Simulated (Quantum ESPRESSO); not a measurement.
# Ru (P6_3/mmc) in Quantum ESPRESSO: single point with PBEsol

Aim: the single point of Ru with PBEsol.

All numbers are computed with Quantum ESPRESSO 7.5; they aren't measurements. Logs are shortened: lines on timing, memory, paths and dates and some standing lists are left out, and cuts for length are marked.

## 1. Starting point

The structure is hexagonal, space group P6_3/mmc (No. 194). The conventional cell has a = 2.706 Å, b = 2.706 Å, c = 4.282 Å, α = 90.00°, β = 90.00°, γ = 120.00°. Ru (site symmetry -6m2) has 12 Ru at 2.65 to 2.71 Å as nearest neighbours.

## 2. Single point, PBEsol

The input, scf.in:

```
&CONTROL
  calculation = 'scf'
  prefix = 'pwscf'
  outdir = './tmp'
  pseudo_dir = './pseudo'
/
&SYSTEM
  ibrav = 0
  nat = 2
  ntyp = 1
  ecutwfc = 84
  nbnd = 24
  occupations = 'smearing'
  smearing = 'fd'
  degauss = 0.00367493
  force_symmorphic = .true.
/
&ELECTRONS
  conv_thr = 4d-10
  electron_maxstep = 120
  mixing_beta = 0.5
/
ATOMIC_SPECIES
Ru   101.0700 Ru.upf
CELL_PARAMETERS angstrom
   2.7058000000    0.0000000000    0.0000000000
  -1.3529000000    2.3432915376    0.0000000000
   0.0000000000    0.0000000000    4.2819000000
ATOMIC_POSITIONS angstrom
Ru     1.3529000001    0.7810971791    3.2114250000
Ru    -0.0000000001    1.5621943585    1.0704750000
K_POINTS automatic
12 12 6 0 0 0
```

The input, nscf.in:

```
&CONTROL
  calculation = 'nscf'
  prefix = 'pwscf'
  outdir = './tmp'
  pseudo_dir = './pseudo'
/
&SYSTEM
  ibrav = 0
  nat = 2
  ntyp = 1
  ecutwfc = 84
  nbnd = 36
  occupations = 'smearing'
  smearing = 'fd'
  degauss = 0.00367493
  force_symmorphic = .true.
/
&ELECTRONS
  conv_thr = 1d-08
  diago_full_acc = .true.
  diago_thr_init = 1d-06
/
ATOMIC_SPECIES
Ru   101.0700 Ru.upf
CELL_PARAMETERS angstrom
   2.7058000000    0.0000000000    0.0000000000
  -1.3529000000    2.3432915376    0.0000000000
   0.0000000000    0.0000000000    4.2819000000
ATOMIC_POSITIONS angstrom
Ru     1.3529000001    0.7810971791    3.2114250000
Ru    -0.0000000001    1.5621943585    1.0704750000
K_POINTS automatic
9 9 6 0 0 0
```

Potentials or basis: PseudoDojo 0.4.1 SR PBEsol standard.

Command:

```bash
> OMP_NUM_THREADS=1 pw.x -in scf.in > scf.out
> OMP_NUM_THREADS=1 pw.x -in nscf.in > nscf.out
```

scf.out:

```text
This program is part of the open-source Quantum ESPRESSO suite
     for quantum simulation of materials; please cite
[... 9 lines left out ...]
     --------------------
     sticks:   dense  smooth     PW     G-vecs:    dense   smooth      PW
     Sum         595     595    187                18953    18953    3175

     Using Slab Decomposition

     bravais-lattice index     =            0
     lattice parameter (alat)  =       5.1132  a.u.
     unit-cell volume          =     183.2125 (a.u.)^3
     number of atoms/cell      =            2
     number of atomic types    =            1
     number of electrons       =        32.00
     number of Kohn-Sham states=           24
     kinetic-energy cutoff     =      84.0000  Ry
     charge density cutoff     =     336.0000  Ry
     scf convergence threshold =      4.0E-10
     mixing beta               =       0.5000
     number of iterations used =            8  plain     mixing
     Exchange-correlation= PBESOL
                           (   1   4  10   8   0   0   0)

     celldm(1)=   5.113221  celldm(2)=   0.000000  celldm(3)=   0.000000
     celldm(4)=   0.000000  celldm(5)=   0.000000  celldm(6)=   0.000000

     crystal axes: (cart. coord. in units of alat)
               a(1) = (   1.000000   0.000000   0.000000 )
               a(2) = (  -0.500000   0.866025   0.000000 )
               a(3) = (   0.000000   0.000000   1.582489 )

     reciprocal axes: (cart. coord. in units 2 pi/alat)
               b(1) = (  1.000000  0.577350 -0.000000 )
               b(2) = (  0.000000  1.154701  0.000000 )
               b(3) = (  0.000000 -0.000000  0.631916 )

     PseudoPot. # 1 for Ru read from file:
     Ru.upf
     Pseudo is Norm-conserving + core correction, Zval = 16.0
     Generated using ONCVPSP code by D. R. Hamann
     Using radial grid of 1584 points,  6 beta functions with:
                l(1) =   0
                l(2) =   0
                l(3) =   1
                l(4) =   1
                l(5) =   2
                l(6) =   2

     atomic species   valence    mass     pseudopotential
     Ru               16.00   101.07000     Ru( 1.00)

     12 Sym. Ops., with inversion, found

   Cartesian axes

     site n.     atom                  positions (alat units)
         1        Ru     tau(   1) = (   0.5000000   0.2886751   1.1868671  )
         2        Ru     tau(   2) = (  -0.0000000   0.5773503   0.3956224  )

     number of k points=   100  Fermi-Dirac smearing, width (Ry)=  0.0037

     Number of k-points >= 100: set verbosity='high' to print them.

     Dense  grid:    18953 G-vectors     FFT dimensions: (  30,  30,  48)

     Initial potential from superposition of free atoms

     starting charge      31.9986, renormalised to      32.0000
     Starting wfcs are   20 randomized atomic wfcs +    4 random wfcs

     Self-consistent Calculation

     iteration #  1     ecut=    84.00 Ry     beta= 0.50
     Davidson diagonalization with overlap
     ethr =  1.00E-02,  avg # of iterations =  4.1

     Threshold (ethr) on eigenvalues was too large:
     Diagonalizing with lowered threshold

     Davidson diagonalization with overlap
     ethr =  8.95E-04,  avg # of iterations =  1.2

     total energy              =    -404.02973994 Ry
     estimated scf accuracy    <       0.29219605 Ry

     iteration #  2     ecut=    84.00 Ry     beta= 0.50
     Davidson diagonalization with overlap
     ethr =  9.13E-04,  avg # of iterations =  2.0

     total energy              =    -404.09484904 Ry
     estimated scf accuracy    <       0.00772101 Ry

     iteration #  3     ecut=    84.00 Ry     beta= 0.50
     Davidson diagonalization with overlap
     ethr =  2.41E-05,  avg # of iterations =  3.8

     total energy              =    -404.09550508 Ry
     estimated scf accuracy    <       0.00107831 Ry

     iteration #  4     ecut=    84.00 Ry     beta= 0.50
     Davidson diagonalization with overlap
     ethr =  3.37E-06,  avg # of iterations =  2.9

     total energy              =    -404.09558576 Ry
     estimated scf accuracy    <       0.00003853 Ry

     iteration #  5     ecut=    84.00 Ry     beta= 0.50
     Davidson diagonalization with overlap
     ethr =  1.20E-07,  avg # of iterations =  2.1

     total energy              =    -404.09559308 Ry
     estimated scf accuracy    <       0.00000104 Ry

     iteration #  6     ecut=    84.00 Ry     beta= 0.50
     Davidson diagonalization with overlap
     ethr =  3.26E-09,  avg # of iterations =  2.0

     total energy              =    -404.09559319 Ry
     estimated scf accuracy    <       0.00000002 Ry

     iteration #  7     ecut=    84.00 Ry     beta= 0.50
     Davidson diagonalization with overlap
     ethr =  5.95E-11,  avg # of iterations =  2.0

     total energy              =    -404.09559320 Ry
     estimated scf accuracy    <          1.7E-09 Ry

     iteration #  8     ecut=    84.00 Ry     beta= 0.50
     Davidson diagonalization with overlap
     ethr =  5.16E-12,  avg # of iterations =  1.9

     total energy              =    -404.09559320 Ry
     estimated scf accuracy    <          5.0E-10 Ry

     iteration #  9     ecut=    84.00 Ry     beta= 0.50
     Davidson diagonalization with overlap
     ethr =  1.57E-12,  avg # of iterations =  2.1

     End of self-consistent calculation

     Number of k-points >= 100: set verbosity='high' to print the bands.

     the Fermi energy is    23.5343 ev

!    total energy              =    -404.09559320 Ry
     estimated scf accuracy    <          9.6E-12 Ry
     smearing contrib. (-TS)   =      -0.00086877 Ry
     internal energy E=F+TS    =    -404.09472442 Ry

     The total energy is F=E-TS. E is the sum of the following terms:
     one-electron contribution =     -64.78814442 Ry
     hartree contribution      =      56.55910506 Ry
     xc contribution           =     -67.88127217 Ry
     ewald contribution        =    -327.98441288 Ry

     convergence has been achieved in   9 iterations

=------------------------------------------------------------------------------=
   JOB DONE.
=------------------------------------------------------------------------------=
```

Wall time 92 s (1 thread of Arm Neoverse V2, shared host); peak memory 0.12 GiB.

Results:

| Quantity | Value |
| --- | --- |
| Band gap on the k mesh, mean-field level | none (metal or under the smearing width) |

Levels at points of the mesh, in eV from the Fermi level:
```csv
k point,band 14,band 15,band 16,band 17,band 18,band 19
"(0.00, 0.00, 0.00)",-1.98,-1.98,-1.44,-1.44,1.15,1.15
"(0.00, 0.00, -0.50)",-2.83,-2.79,-2.79,0.51,0.51,0.51
```
